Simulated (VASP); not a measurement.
# Zn12Cu (a cell with a defect) in VASP: notebook

One crystal, Zn12Cu (a cell with a defect), is run at these levels: PBE; tasks: single point.

All numbers are computed with VASP 6.6.1; they aren't measurements. Logs are shortened: lines on timing, memory, paths and dates and some standing lists are left out, and cuts for length are marked.

### Step 1. Starting point

The cell holds a defect, 13 atoms: a = 5.320 Å, b = 7.980 Å, c = 4.937 Å, α = 90.00°, β = 90.00°, γ = 120.00°.

The cell was built by a generator and needn't be a form met in nature.

### Step 2. Single point, PBE

INCAR

```
ALGO = Fast
EDIFF = 1E-7
ENCUT = 520
GGA = PE
ISIF = 2
ISMEAR = -1
LASPH = True
LCHARG = False
LREAL = False
LWAVE = False
NBANDS = 90
NELM = 100
PREC = Accurate
SIGMA = 0.15
```

KPOINTS

```
k-points
0
Gamma
  2 2 2
```

POSCAR

```
Zn12Cu
1.0
    5.3200000000      0.0000000000      0.0000000000
   -3.9900000000      6.9108830000      0.0000000000
    0.0000000000      0.0000000000      4.9369600000
Zn Cu
12 1
Direct
   -0.1919244655     -0.0389819941     -0.0206604874
    0.1824995494      0.2076435095      0.4395417423
    0.0508072726      0.4177179674      0.1521381579
    0.2953099024      0.6092853836      0.6165737620
   -0.1499960698      0.6728373205     -0.1369263676
    0.1145759881      0.8657504403      0.3630371727
    0.3561479444     -0.0445095077     -0.1865925590
    0.8048423652      0.2605166373      0.7237044659
    0.3969610077      0.3093815942     -0.0571404265
    0.6961540729      0.4694335008      0.4698032798
    0.5257935385      0.6470229636      0.1907449118
    0.7074398663      0.9521503981      0.4817134431
    0.5479101172      0.1137047176      0.2188391237
```

Potentials or basis: VASP PAW PBE potentials, release 64 (Zn, Cu).

Launch:

```console
cat potpaw_PBE.64/Zn/POTCAR potpaw_PBE.64/Cu/POTCAR > POTCAR
mpirun -np 1 vasp_std > vasp.out
```

OUTCAR:

```text
EDIFF = 1E-7
   ENCUT = 520
   GGA = PE
   ISIF = 2
   ISMEAR = -1
   LASPH = True
   LREAL = False
   NELM = 100
   PREC = Accurate

 ion  position               nearest neighbor table
   1  0.808  0.961  0.979-  11 2.42   5 2.49  12 2.51   7 2.52  12 2.53  13 2.55   8 2.71   6 2.84
                             9 2.98   2 3.01
   2  0.182  0.208  0.440-  12 2.33  10 2.48   3 2.55   6 2.59  13 2.64   8 2.65   9 2.65   9 2.68
                             1 3.01
   3  0.051  0.418  0.152-  11 2.27   8 2.47   2 2.55  13 2.58   9 2.61  10 2.64   4 2.70   4 3.01

   4  0.295  0.609  0.617-  11 2.38  12 2.60   3 2.70   8 2.75   7 2.79  10 2.89   5 2.92   6 2.94
                            10 2.95   5 2.99   3 3.01  11 3.04
   5  0.850  0.673  0.863-  11 2.30  10 2.40   1 2.49   7 2.51   9 2.72   6 2.88   6 2.88   4 2.92
                             4 2.99
   6  0.115  0.866  0.363-  13 2.27   7 2.49   2 2.59  12 2.65   1 2.84  11 2.85  10 2.86   5 2.88
                             5 2.88  12 2.93   7 2.93   4 2.94
   7  0.356  0.955  0.813-  13 2.31   8 2.45   6 2.49  12 2.49   5 2.51   1 2.52   4 2.79   9 2.80
                             6 2.93
   8  0.805  0.261  0.724-  10 2.38   7 2.45   3 2.47  12 2.54   9 2.62   2 2.65   1 2.71   4 2.75
                            13 2.76  13 2.80
   9  0.397  0.309  0.943-  13 2.49   3 2.61   8 2.62   2 2.65   2 2.68  11 2.72   5 2.72  10 2.75
                             7 2.80   1 2.98  10 2.98
  10  0.696  0.469  0.470-   8 2.38   5 2.40  11 2.45   2 2.48   3 2.64   9 2.75  13 2.82   6 2.86
                             4 2.89   4 2.95   9 2.98
  11  0.526  0.647  0.191-   3 2.27   5 2.30   4 2.38   1 2.42  10 2.45  12 2.56   9 2.72   6 2.85
                             4 3.04
  12  0.707  0.952  0.482-  13 2.27   2 2.33   7 2.49   1 2.51   1 2.53   8 2.54  11 2.56   4 2.60
                             6 2.65   6 2.93
  13  0.548  0.114  0.219-  12 2.27   6 2.27   7 2.31   9 2.49   1 2.55   3 2.58   2 2.64   8 2.76
                             8 2.80  10 2.82

  LATTYP: Found a simple monoclinic cell.
 ALAT       =     5.3200000000
 B/A-ratio  =     0.9280000000
 C/A-ratio  =     1.3228757068
 COS(beta)  =    -0.1889822292

  Lattice vectors:

 A1 = (   5.3200000000,   0.0000000000,   0.0000000000)
 A2 = (   0.0000000000,   0.0000000000,   4.9369600000)
 A3 = (  -1.3300000000,  -6.9108830000,   0.0000000000)

Analysis of symmetry for initial positions (statically):
=====================================================================
 Subroutine PRICEL returns:
 Original cell was already a primitive cell.

 Routine SETGRP: Setting up the symmetry group for a
 simple monoclinic supercell.

 Subroutine GETGRP returns: Found  1 space group operations
 (whereof  1 operations were pure point group operations)
 out of a pool of  4 trial point group operations.

The static configuration has the point symmetry C_1 .

Analysis of symmetry for dynamics (positions and initial velocities):
=====================================================================
 Subroutine PRICEL returns:
 Original cell was already a primitive cell.

 Routine SETGRP: Setting up the symmetry group for a
 simple monoclinic supercell.

 Subroutine GETGRP returns: Found  1 space group operations
 (whereof  1 operations were pure point group operations)
 out of a pool of  4 trial point group operations.

The dynamic configuration has the point symmetry C_1 .

 Subroutine INISYM returns: Found  1 space group operations
 (whereof  1 operations are pure point group operations),
 and found     1 'primitive' translations

----------------------------------------------------------------------------------------

                                     Primitive cell

  volume of cell :     181.5118

  direct lattice vectors                    reciprocal lattice vectors
     5.320000000  0.000000000  0.000000000     0.187969925  0.108524482  0.000000000
    -3.990000000  6.910883000  0.000000000     0.000000000  0.144699310  0.000000000
     0.000000000  0.000000000  4.936960000     0.000000000  0.000000000  0.202553798

  length of vectors
     5.320000000  7.980000241  4.936960000     0.217048971  0.144699310  0.202553798

  position of ions in fractional coordinates (direct lattice)
     0.808075534  0.961018006  0.979339513
     0.182499549  0.207643510  0.439541742
     0.050807273  0.417717967  0.152138158
     0.295309902  0.609285384  0.616573762
     0.850003930  0.672837321  0.863073632
[... 39 lines left out ...]

  Length of vectors
     0.108524486  0.072349655  0.101276899

  Shift w.r.t. Gamma in fractional coordinates (k-lattice)
     0.000000000  0.000000000  0.000000000

 Subroutine IBZKPT returns following result:
 ===========================================

 Found      8 irreducible k-points:

 Following reciprocal coordinates:
            Coordinates               Weight
  0.000000  0.000000  0.000000      1.000000
  0.500000  0.000000  0.000000      1.000000
  0.000000  0.500000  0.000000      1.000000
  0.500000  0.500000  0.000000      1.000000
  0.000000  0.000000  0.500000      1.000000
  0.500000  0.000000  0.500000      1.000000
  0.000000  0.500000  0.500000      1.000000
  0.500000  0.500000  0.500000      1.000000
   k-points           NKPTS =      8   k-points in BZ     NKDIM =      8   number of bands    NBANDS=     90
   number of dos      NEDOS =    301   number of ions     NIONS =     13
   total plane-waves  NPLWV =  96000
   dimension x,y,z NGX =    40 NGY =   60 NGZ =   40
   dimension x,y,z NGXF=    80 NGYF=  120 NGZF=   80
   ions per type =              12   1
   NGX,Y,Z   is equivalent  to a cutoff of  12.50, 12.50, 13.47 a.u.
   NGXF,Y,Z  is equivalent  to a cutoff of  25.00, 25.00, 26.94 a.u.
 SYSTEM =  unknown system
   PREC   = accura    normal or accurate (medium, high low for compatibility)
   ISTART =      0    job   : 0-new  1-cont  2-samecut
   ICHARG =      2    charge: 1-file 2-atom 10-const
   ISPIN  =      1    spin polarized calculation?
   LNONCOLLINEAR =      F non collinear calculations
   LSORBIT =      F    spin-orbit coupling
   LASPH  =      T    aspherical Exc in radial PAW
   ENCUT  =  520.0 eV  38.22 Ry    6.18 a.u.   9.89 14.84  9.18*2*pi/ulx,y,z
   NELM   =    100;   NELMIN=  2; NELMDL= -5     # of ELM steps
   EDIFF  = 0.1E-06   stopping-criterion for ELM
   LREAL  =      F    real-space projection
   EDIFFG = 0.1E-05   stopping-criterion for IOM
   NSW    =      0    number of steps for IOM
   IBRION =     -1    ionic relax: 0-MD 1-quasi-New 2-CG
   NFREE  =      0    steps in history (QN), initial steepest desc. (CG)
   ISIF   =      2    stress and relaxation
   ISYM   =      2    0-nonsym 1-usesym 2-fastsym
   POTIM  = 0.5000    time-step for ionic-motion
   TEBEG  =    0.0;   TEEND  =   0.0 temperature during run
   PSTRESS=    0.0 pullay stress
   NELECT =     155.0000    total number of electrons
   NUPDOWN=      -1.0000    fix difference up-down
   EMIN   =  10.00;   EMAX   =-10.00  energy-range for DOS
   EFERMI =   0.00;   METHOD = LEGACY
   ISMEAR =    -1;   SIGMA  =   0.15  broadening in eV -4-tet -1-fermi 0-gaus
   EFERMI_NEDOS =   21; number of points for ismear=-14 and -15
   IALGO  =     68    algorithm
   IMIX   =      4    mixing-type and parameters
     AMIX     =   0.40;   BMIX     =  1.00
     AMIX_MAG =   1.60;   BMIX_MAG =  1.00
  volume/ion in A,a.u.               =      13.96        94.22
  Fermi-wavevector in a.u.,A,eV,Ry     =   1.553163  2.935053 32.821557  2.412316
  Thomas-Fermi vector in A             =   2.657434
   LORBIT       =      0    0 simple, 1 ext, 2 COOP (PROOUT), +10 PAW based schemes
   GGA     = PE    functional components
   LHFCALC =     F    Hartree Fock is set to
   AEXX    =    0.0000 exact exchange contribution
   IVDW    =     0    specifies the selected vdW correction
   LEPSILON=     F    determine dielectric tensor
   LRPA    =     F    only Hartree local field effects (RPA)
 non-spin polarized calculation
 RMM-DIIS sequential band-by-band and
  energy-cutoff  :      520.00
  volume of cell :      181.51
 maximum number of plane-waves:      4912
 NGX is ok and might be reduce to    40
   NGX = 19   NGY = 29   NGZ = 19

 number of electron     154.9999996 magnetization

 Free energy of the ion-electron system (eV)
  ---------------------------------------------------
  ext. energy  EPLUGINS =         0.00000000
  ---------------------------------------------------
  free energy    TOTEN  =       -15.18503867 eV

  energy without entropy =      -14.95794881  energy(sigma->0) =      -15.07149374

 E-fermi :   3.7393     XC(G=0): -11.9405

 val. band max:        3.6878974406   @ k =   0.0000   0.0000   0.0000
 cond. band min:       3.8459052748   @ k =   0.0000   0.0000   0.0000
 fundamental gap:      0.1580078342
 Fermi energy:         3.7393202009

 k-point     1 :       0.0000    0.0000    0.0000
  band No.  band energies     occupation
      1      -7.1227      2.00000
      2      -5.1373      2.00000
      3      -4.9863      2.00000
      4      -4.9073      2.00000
      5      -4.8492      2.00000
      6      -4.8251      2.00000
[... 725 lines left out ...]
     88       9.1671      0.00000
     89       9.3613      0.00000
 [bands above 89 left out]

------------------------ aborting loop because EDIFF is reached ----------------------------------------

  FORCE on cell =-STRESS in cart. coord.  units (eV):
  Direction    XX          YY          ZZ          XY          YZ          ZX
  --------------------------------------------------------------------------------------
  -------------------------------------------------------------------------------------
  Total       13.9376153     14.9359853     18.5862744      1.7579790     -1.9513177      0.8245610
  in kB      123.0252549    131.8377185    164.0582769     15.5174193    -17.2239904      7.2782775
  external PRESSURE =     139.6404167 kB  Pullay stress =       0.0000000 kB

 VOLUME and BASIS-vectors are now :
 -----------------------------------------------------------------------------
  energy-cutoff  :      520.00
  volume of cell :      181.51
      direct lattice vectors                 reciprocal lattice vectors
     5.320000000  0.000000000  0.000000000     0.187969925  0.108524482  0.000000000
    -3.990000000  6.910883000  0.000000000     0.000000000  0.144699310  0.000000000
     0.000000000  0.000000000  4.936960000     0.000000000  0.000000000  0.202553798

 POSITION                                       TOTAL-FORCE (eV/Angst)
 -----------------------------------------------------------------------------------
      0.46450      6.64148      4.83496         0.600337      1.030838     -0.010547
      0.14240      1.43500      2.17000         0.650505      0.427749      0.089366
     -1.39640      2.88680      0.75110        -1.397272     -0.425182     -0.084326
     -0.86000      4.21070      3.04400        -0.486444     -0.495114      1.112537
      1.83740      4.64990      4.26096         1.102983      0.031125     -0.482795
     -2.84480      5.98310      1.79230        -0.592977     -1.611850     -0.173791
     -1.91770      6.60328      4.01576        -1.006916     -0.756791     -0.082390
      3.24230      1.80040      3.57290         0.729238      0.121034      0.045384
      0.87740      2.13810      4.65486        -0.221529      0.368722     -0.230342
      1.83050      3.24420      2.31940         0.226780      0.093154     -0.854175
      0.21560      4.47150      0.94170         0.154089      0.632477      0.210294
     -0.03550      6.58020      2.37820         0.223485     -1.661801      0.460025
      2.46120      0.78580      1.08040         0.017722      2.245638      0.000760
 -----------------------------------------------------------------------------------
    total drift:                                0.000913      0.000229     -0.002432

  FREE ENERGIE OF THE ION-ELECTRON SYSTEM (eV)
  ---------------------------------------------------
  free  energy   TOTEN  =       -15.1850386710 eV

  energy  without entropy=      -14.9579488060  energy(sigma->0) =      -15.07149374
```

It took 96 s on 1 thread of Intel Xeon 6975P-C (Granite Rapids), shared host; peak memory 0.34 GiB.

Results:

| Quantity | Value |
| --- | --- |
| Free energy | -15.1850 eV |
| Pressure | 14.0 GPa |
| Largest force | 2.246 eV/Å |
| Band gap on the k mesh | none (metal or under the smearing width) |

Forces in eV/Å, atoms in the order of the input:
```
Zn   0.600  1.031 -0.011
Zn   0.651  0.428  0.089
Zn  -1.397 -0.425 -0.084
Zn  -0.486 -0.495  1.113
Zn   1.103  0.031 -0.483
Zn  -0.593 -1.612 -0.174
Zn  -1.007 -0.757 -0.082
Zn   0.729  0.121  0.045
Zn  -0.222  0.369 -0.230
Zn   0.227  0.093 -0.854
Zn   0.154  0.632  0.210
Zn   0.223 -1.662  0.460
Cu   0.018  2.246  0.001
```

Caveat: the k mesh is coarse (spacing up to 0.68 Å⁻¹), so the values aren't converged.

### Step 3. Single point, PBE

INCAR

```
PREC = Accurate ; ENCUT = 520
EDIFF = 1E-6 ; ISMEAR = -1
SIGMA = 0.15 ; LREAL = False
LASPH = True ; NELM = 100
ALGO = Fast ; ISIF = 2
LWAVE = False ; LCHARG = False
GGA = PE ; NBANDS = 90
```

KPOINTS

```
Automatic mesh
0
Gamma
  2 2 2
```

POSCAR

```
Zn12Cu
1.0
    5.3200000000      0.0000000000      0.0000000000
   -3.9900000000      6.9108830000      0.0000000000
    0.0000000000      0.0000000000      4.9369600000
Zn Cu
12 1
Direct
   -0.1571212869      0.0258432967     -0.0123962925
    0.1850228925      0.1076996963      0.4054114273
    0.0380436561      0.4208000627      0.2445837114
    0.3459241113      0.6217584641      0.7247172349
   -0.1180430866      0.6055666114     -0.1769307428
    0.0939296109      0.7705527644      0.3587835429
    0.3066752253     -0.0154104765     -0.1713402580
    0.8134089807      0.2661743803      0.6973927275
    0.3387809495      0.3124347497     -0.0903389940
    0.6405489528      0.4759449697      0.4176254213
    0.5762273969      0.7097067046      0.1707528520
    0.6595095969      0.9649852269      0.4856429868
    0.6155504449      0.1776762825      0.2003459619
```

Potentials or basis: VASP PAW PBE potentials, release 64 (Zn, Cu).

Launch:

```console
cat potpaw_PBE.64/Zn/POTCAR potpaw_PBE.64/Cu/POTCAR > POTCAR
mpirun -np 1 vasp_std > vasp.out
```

It took 2.3 min on 1 thread of AMD EPYC 9R14 (Zen 4), shared host; peak memory 0.31 GiB.

It converged, with:

| Item | Value |
| --- | --- |
| Free energy | -15.2472 eV |
| Pressure | 14.0 GPa |
| Largest force | 3.327 eV/Å |
| Band gap on the k mesh | none (metal or under the smearing width) |

Forces on the atoms (eV/Å):
```
Zn   0.718 -0.476 -0.767
Zn  -0.699  0.556  0.330
Zn   2.332  2.364 -0.204
Zn   0.411  0.059 -0.698
Zn  -0.290  0.669  1.731
Zn   0.603  0.490 -0.545
Zn  -0.304 -1.068  0.264
Zn  -0.121  1.124  0.498
Zn   0.242  0.655  0.032
Zn  -1.039 -1.359 -0.452
Zn  -0.156 -0.790  0.048
Zn   0.222 -1.366  0.506
Cu  -1.919 -0.857 -0.744
```

Stress tensor (GPa, compression positive):
```
11.87  0.61  0.78
 0.61 16.20 -0.46
 0.78 -0.46 13.96
```

Levels at points of the mesh, in eV from the Fermi level:
```csv
k point,band 74,band 75,band 76,band 77,band 78,band 79,band 80,band 81
"(0.00, 0.00, 0.00)",-2.23,-1.10,-0.87,-0.12,0.32,0.61,1.61,1.74
"(0.50, 0.00, 0.00)",-1.69,-1.61,-1.28,-0.90,-0.58,0.03,0.20,0.79
"(0.00, 0.50, 0.00)",-2.36,-2.20,-2.11,-1.81,0.43,0.79,1.75,2.06
"(0.50, 0.50, 0.00)",-1.92,-1.41,-0.05,0.21,0.35,0.65,1.71,1.90
"(0.00, 0.00, 0.50)",-2.24,-2.01,-1.82,-1.67,-0.21,0.17,1.56,1.85
"(0.50, 0.00, 0.50)",-1.73,-1.07,-0.63,0.22,1.05,1.76,1.96,2.47
"(0.00, 0.50, 0.50)",-1.89,-1.50,-1.14,-1.04,-0.85,-0.55,-0.31,-0.03
"(0.50, 0.50, 0.50)",-2.83,-2.68,-2.40,-2.16,3.30,3.68,3.89,4.07
```

Caveat: the k mesh is coarse (spacing up to 0.68 Å⁻¹), so the values aren't converged.
